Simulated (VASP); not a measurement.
CuI (Marshite): single point with PBE

Crystal: CuI (Marshite).

```
Cu I
1.0
     0.00000    3.03150    3.03150
     3.03150    0.00000    3.03150
     3.03150    3.03150    0.00000
Cu I
1 1
Cartesian
  1.5157 1.5157 1.5157
  0.0000 0.0000 0.0000
```

- Program: VASP 6.6.1
- Task: single point
- Functional: PBE
- Potentials or basis: VASP PAW PBE potentials, release 64 (Cu, I)
- Cutoff: 520 eV
- k mesh: 8 × 8 × 8
- Occupations: fermi-dirac, width 0.02 eV
- Spin: no spin polarisation
- Dipole correction: no
- Further INCAR settings: ALGO = Normal; EDIFF = 1e-06; NBANDS = 16

```
Pressure               : 0.3 GPa
Band gap on the k mesh : 1.14 eV, direct
```

Levels at points of the mesh, in eV from the valence-band top:
```tsv
k point	band 5	band 6	band 7	band 8	band 9	band 10	band 11	band 12	band 13	band 14
(0.00, 0.00, 0.00)	-1.85	-1.85	0.00	0.00	0.00	1.14	4.87	4.87	4.87	8.18
(0.50, 0.00, 0.00)	-1.82	-1.82	-1.78	-0.71	-0.71	2.16	5.41	5.41	7.40	9.12
(0.50, 0.50, 0.00)	-1.88	-1.79	-1.76	-1.50	-1.50	2.72	2.91	9.19	9.76	9.76
```

Wall time 19 s on 1 thread of Intel(R) Xeon(R) Platinum 8259CL CPU @ 2.50GHz (Skylake/Cascade Lake) (shared host), peak memory 0.18 GiB.

Caveat: spin-orbit coupling is left out, which moves the levels of the heavy elements.
